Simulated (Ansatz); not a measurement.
ZnSiP2 in Ansatz: the effect of functional

The system is ZnSiP2.

```
CELL_PARAMETERS angstrom
-2.68670 2.68670 5.23003
2.68670 -2.68670 5.23003
2.68670 2.68670 -5.23003
ATOMIC_POSITIONS crystal
Zn 0.75000 0.25000 0.50000
Zn 0.00000 0.00000 0.00000
P 0.14230 0.62500 0.01730
P 0.60770 0.12500 0.98270
P 0.87500 0.85770 0.48270
P 0.37500 0.39230 0.51730
Si 0.25000 0.75000 0.50000
Si 0.50000 0.50000 0.00000
```

The cell is a database's computed one.

Alike in all runs:

```yaml
Program: Ansatz 0.2.0
Task: band structure
Potentials_or_basis: Ansatz PAW
Cutoff: 420 eV
Density_cutoff: 1680 eV
k_mesh: 5 × 5 × 5
Occupations: fermi-dirac, width 0.05 eV
Spin: no spin polarisation
```

**Question.** One run gave: gap on the mesh 1.19 eV; pressure -2.8 GPa; largest force 0.22 eV/Å. Which functional did it use?
A. PBE
B. LDA
C. PBEsol

**Answer.** B.

```csv
functional,gap on the mesh (eV),pressure (GPa),largest force (eV/Å)
LDA,1.19,-2.8,0.22
PBE,1.31,2.2,0.05
PBEsol,1.19,-0.7,0.16
```

Caveats: the PAW data sets come from PBE, with cores solved anew for the run's functional, which leaves a small shift of forces and pressure (some runs).

A k mesh can miss the band edges.

Not every run made on this cell is shown here.
